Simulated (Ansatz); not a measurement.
# AlN: the cost of one run

Computed with Ansatz 0.2.0 (DFT r2SCAN, scalar-relativistic, plane waves, PAW, unless a step's input says otherwise).

2 further runs of the same task are left out: 2 that didn't finish. Runs told in other sessions of the task aren't counted.

## 1. The starting structure

The structure is cubic, space group Fm-3m (No. 225). Conventional cell: a = 4.069 Å, b = 4.069 Å, c = 4.069 Å, α = 90.00°, β = 90.00°, γ = 90.00°. Al (site symmetry m-3m) has 6 N at 2.03 Å in its first shell of neighbours. Around N (site symmetry m-3m) lie 6 Al at 2.03 Å.

As a file:

```
CELL_PARAMETERS angstrom
0.00000 2.03452 2.03452
2.03452 0.00000 2.03452
2.03452 2.03452 0.00000
ATOMIC_POSITIONS crystal
Al 0.50000 0.50000 0.50000
N 0.00000 0.00000 0.00000
```

It goes back to an entry of the Materials Project, which need not be the stable form.

No relaxation comes first: the listed cell is the starting point.

## 2. The undisturbed cell

File input.yaml:

```yaml
crystal:
  lattice:
    - [0.0, 2.034518, 2.034518]
    - [2.034518, 0.0, 2.034518]
    - [2.034518, 2.034518, 0.0]
  atoms:
    - { symbol: Al, position: [0.5, 0.5, 0.5] }
    - { symbol: "N", position: [0.0, 0.0, 0.0] }
basis:
  ecutwfc: 500
kpoints:
  mp_grid: { grid: [10, 10, 10] }
hamiltonian:
  xc: r2scan
scf:
  occupations: { method: gaussian, width: 0.05 }
output:
  forces: true
  stress: true
  eigenvalues: true
  write_density: true
  write_potential: true
  elf: true
  volumetric_format: npy
```

The run is started by

```
ansatz run input.yaml --threads 1 --pin off --max-ram 1228MiB --backend cpu --events-out ev --progress --plain --runs-dir out
```

Q: Estimate wall time and peak memory on 1 thread of Intel Xeon 6975P-C (Granite Rapids), shared host.

About 1.1 s, with a peak of 0.36 GiB.
